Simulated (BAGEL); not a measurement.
**CH4N2O (urea): levels of theory compared**

Aim: a comparison of 4 runs (B3LYP/6-31G*, B3LYP/def2-SVPD, PBE0/def2-SVPD, RI-MP2/def2-SVPD) of CH4N2O (urea). 

The results are computed with BAGEL 1.2.2.

3 further runs of the same task are left out: 1 that didn't finish, 2 set aside as unsound or not needed.

## (1) Starting point

CH4N2O: 8 atoms, total charge 0, spin state singlet. SMILES: `NC(N)=O`. The shape is that of a PBE0-D4/def2-TZVP optimisation. This is one conformer, not always the lowest.

Bond lengths: N1–C2 1.376 Å, C2–N3 1.376 Å, C2–O4 1.211 Å, N1–H5 1.006 Å, N1–H6 1.006 Å, N3–H7 1.006 Å, N3–H8 1.006 Å. Angles: N1–C2–N3 114.1°, N1–C2–O4 122.9°, N3–C2–O4 122.9°, C2–N1–H5 113.4°, C2–N1–H6 118.4°, C2–N3–H7 113.4°, C2–N3–H8 118.4°, H5–N1–H6 115.2°, H7–N3–H8 115.2°.

## (2) A single-point energy at B3LYP/6-31G(d) (density fitting with cc-pvqz-jkfit, spherical functions) (run 1)

Input file calc.json:

```json
{ "bagel" : [

{
  "title" : "molecule",
  "basis" : "6-31gs.json",
  "df_basis" : "cc-pvqz-jkfit",
  "angstrom" : true,
  "geometry" : [
    { "atom" : "N", "xyz" : [      -0.091180,       1.153200,      -0.236100 ] },
    { "atom" : "C", "xyz" : [      -0.242410,      -0.206120,      -0.390990 ] },
    { "atom" : "N", "xyz" : [       0.326430,      -0.953280,       0.615330 ] },
    { "atom" : "O", "xyz" : [      -0.825140,      -0.701360,      -1.330440 ] },
    { "atom" : "H", "xyz" : [      -0.670530,       1.692970,      -0.856600 ] },
    { "atom" : "H", "xyz" : [      -0.003880,       1.521090,       0.696140 ] },
    { "atom" : "H", "xyz" : [       0.387130,      -1.933960,       0.399490 ] },
    { "atom" : "H", "xyz" : [       1.119580,      -0.572540,       1.103170 ] }
  ]
},

{ "title" : "ks", "xc_func" : "b3lyp", "charge" : 0 },

{ "title" : "print", "file" : "orbitals.molden", "orbitals" : true }

]}
```

The basis set 6-31G* is read from a file made from the Basis Set Exchange's data (not shown).

Started as:

```
$ BAGEL_NUM_THREADS=1 BAGEL calc.json > calc.out
```

The program printed:

```text
* using 1 threads per process

  ===============================================================
  ===============================================================

  *** Geometry ***

  { "atom" : "N", "xyz" : [     -0.172305,      2.179232,     -0.446164 ] },
  { "atom" : "C", "xyz" : [     -0.458089,     -0.389510,     -0.738864 ] },
  { "atom" : "N", "xyz" : [      0.616863,     -1.801438,      1.162805 ] },
[... 4 lines of this table left out ...]
  { "atom" : "H", "xyz" : [      2.115700,     -1.081944,      2.084689 ] },

  Number of auxiliary basis functions:      628

  Since a DF basis is specified, we compute 2- and 3-index integrals:
    o Being stored without compression. Storage requirement is 0.021 GB

  Number of basis functions:       64
  Number of electrons      :       32

    * METHOD: MOLECULE                             0.37

  *** Kohn-Sham DFT ***

    * Removing 14763 points whose weight is below 1.00e-10
    * Grid points: 104485

  === Nuclear Repulsion ===
   124.2771895504

       - DIIS with orbital gradients will be used.

  === KS iteration (b3lyp / 6-31gs.json) ===
      0       -195.46344596          0.16160572           0.25
      1       -190.36139836          0.17899575           0.24
      2       -158.95158417          0.24943095           0.24
[... 15 lines of this table left out ...]
     18       -225.25540586          0.00000000           0.24
    * SCF iteration converged.

    * Permanent dipole moment:
           (   -0.691419,    -0.587634,    -1.114983) a.u.

    * METHOD: KS                                   5.07

    * METHOD: PRINT                                0.01

  ===============================================================
```

It took 5.7 s on 1 thread of Arm Neoverse V1, shared host; peak memory 0.33 GiB.

## (3) A single-point energy at B3LYP/def2-SVPD (density fitting with cc-pvqz-jkfit) (run 2)

Input file calc.json:

```json
{ "bagel" : [

{
  "title" : "molecule",
  "basis" : "def2-svpd.json",
  "df_basis" : "cc-pvqz-jkfit",
  "angstrom" : true,
  "geometry" : [
    { "atom" : "N", "xyz" : [   -0.091180,    1.153200,   -0.236100 ] },
    { "atom" : "C", "xyz" : [   -0.242410,   -0.206120,   -0.390990 ] },
    { "atom" : "N", "xyz" : [    0.326430,   -0.953280,    0.615330 ] },
    { "atom" : "O", "xyz" : [   -0.825140,   -0.701360,   -1.330440 ] },
    { "atom" : "H", "xyz" : [   -0.670530,    1.692970,   -0.856600 ] },
    { "atom" : "H", "xyz" : [   -0.003880,    1.521090,    0.696140 ] },
    { "atom" : "H", "xyz" : [    0.387130,   -1.933960,    0.399490 ] },
    { "atom" : "H", "xyz" : [    1.119580,   -0.572540,    1.103170 ] }
  ]
},
{
  "title" : "ks",
  "xc_func" : "b3lyp"
},
{
  "title" : "print",
  "file" : "orbitals.molden",
  "orbitals" : true
}

]}
```

The basis set def2-SVPD is read from a file made from the Basis Set Exchange's data (not shown).

Started as:

```
$ BAGEL_NUM_THREADS=1 BAGEL calc.json > calc.out
```

The program printed:

```text
* using 1 threads per process

  ===============================================================
  ===============================================================

  *** Geometry ***

  { "atom" : "N", "xyz" : [     -0.172305,      2.179232,     -0.446164 ] },
  { "atom" : "C", "xyz" : [     -0.458089,     -0.389510,     -0.738864 ] },
  { "atom" : "N", "xyz" : [      0.616863,     -1.801438,      1.162805 ] },
[... 4 lines of this table left out ...]
  { "atom" : "H", "xyz" : [      2.115700,     -1.081944,      2.084689 ] },

  Number of auxiliary basis functions:      628

  Since a DF basis is specified, we compute 2- and 3-index integrals:
    o Being stored without compression. Storage requirement is 0.066 GB

  Number of basis functions:      115
  Number of electrons      :       32

    * METHOD: MOLECULE                             0.44

  *** Kohn-Sham DFT ***

    * Removing 14763 points whose weight is below 1.00e-10
    * Grid points: 104485

  === Nuclear Repulsion ===
   124.2771895504

       - DIIS with orbital gradients will be used.

  === KS iteration (b3lyp / def2-svpd.json) ===
      0       -193.16040484          0.11521310           0.44
      1       -183.88197986          0.14502694           0.42
      2       -168.60975216          0.22347522           0.44
[... 17 lines of this table left out ...]
     20       -225.13059640          0.00000001           0.43
    * SCF iteration converged.

    * Permanent dipole moment:
           (   -0.734612,    -0.624335,    -1.184599) a.u.

    * METHOD: KS                                   9.71

    * METHOD: PRINT                                0.03

  ===============================================================
```

Run time: 11 s. Hardware: 1 thread of Arm Neoverse V1, shared host; peak memory 0.56 GiB.

Run 3 isn't shown in full; the table further down has it.

## (4) A single-point energy at RI-MP2/def2-SVPD (density fitting with cc-pvqz-jkfit) (run 4)

Input file job.json:

```json
{ "bagel": [

{
  "title": "molecule",
  "basis": "def2-svpd.json",
  "df_basis": "cc-pvqz-jkfit",
  "angstrom": "true",
  "geometry": [
    { "atom": "N", "xyz": [   -0.091180,    1.153200,   -0.236100 ] },
    { "atom": "C", "xyz": [   -0.242410,   -0.206120,   -0.390990 ] },
    { "atom": "N", "xyz": [    0.326430,   -0.953280,    0.615330 ] },
    { "atom": "O", "xyz": [   -0.825140,   -0.701360,   -1.330440 ] },
    { "atom": "H", "xyz": [   -0.670530,    1.692970,   -0.856600 ] },
    { "atom": "H", "xyz": [   -0.003880,    1.521090,    0.696140 ] },
    { "atom": "H", "xyz": [    0.387130,   -1.933960,    0.399490 ] },
    { "atom": "H", "xyz": [    1.119580,   -0.572540,    1.103170 ] }
  ]
},
{ "title": "hf" },
{ "title": "mp2", "ncore": 4 }

]}
```

The basis set def2-SVPD is read from a file made from the Basis Set Exchange's data (not shown).

Started as:

```
$ BAGEL_NUM_THREADS=1 BAGEL job.json > job.out
```

The program printed:

```text
* using 1 threads per process

  ===============================================================
  ===============================================================

  *** Geometry ***

  { "atom" : "N", "xyz" : [     -0.172305,      2.179232,     -0.446164 ] },
  { "atom" : "C", "xyz" : [     -0.458089,     -0.389510,     -0.738864 ] },
  { "atom" : "N", "xyz" : [      0.616863,     -1.801438,      1.162805 ] },
[... 4 lines of this table left out ...]
  { "atom" : "H", "xyz" : [      2.115700,     -1.081944,      2.084689 ] },

[... 23 lines left out ...]
    * SCF iteration converged.
[... 1 line left out ...]
    * Permanent dipole moment:
[... 2 lines left out ...]
    * METHOD: HF                                   1.72

  *** RHF ***

  === Nuclear Repulsion ===
   124.2771895504

      * DIIS with orbital gradients will be used.

  === RHF iteration (def2-svpd.json) ===
      0       -223.84136611          0.00000000           0.09
    * SCF iteration converged.

    * Permanent dipole moment:
           (   -0.785752,    -0.667801,    -1.267037) a.u.

  === DF-MP2 calculation ===

    * freezing 4 orbitals
    * 3-index integral transformation done
    * assembly done

      MP2 correlation energy:   -0.6782373214      0.09

      MP2 total energy:       -224.5196034349

    * METHOD: MP2                                  0.30

  ===============================================================
```

Run time: 2.6 s. Hardware: 1 thread of Arm Neoverse V1, shared host; peak memory 0.17 GiB.

## (5) Overview of the runs

```csv
run,level,frozen core orbitals,energy (Eh),dipole moment (D),HOMO energy (eV),LUMO energy (eV),wall time
1,"B3LYP/6-31G* (density fitting with cc-pvqz-jkfit, spherical functions)",–,-225.255406,3.65,-6.74,1.70,5.7 s
2,B3LYP/def2-SVPD (density fitting with cc-pvqz-jkfit),–,-225.130596,3.88,-7.37,0.06,11 s
3,PBE0/def2-SVPD (density fitting with cc-pvqz-jkfit),–,-224.880706,3.89,-7.62,0.43,9.3 s
4,RI-MP2/def2-SVPD (density fitting with cc-pvqz-jkfit),4,-224.519603,–,–,–,2.6 s
```

## (6) What came out

| quantity | value |
| --- | --- |
| run 4: total energy | -224.51960 Eh |
| run 4: correlation energy (4 core orbitals frozen) | -678.2 mEh |

In words: Over runs 1, 2, 3 the dipole moment (its size) runs from 3.65 D (B3LYP/6-31G*) to 3.89 D (PBE0/def2-SVPD). The two ends differ in method and basis. Over runs 1, 2, 3 the HOMO–LUMO gap runs from 7.44 eV (B3LYP/def2-SVPD) to 8.43 eV (B3LYP/6-31G*). Totals of different functionals can't be ranked against each other. All runs together took 28 s, the longest 11 s.
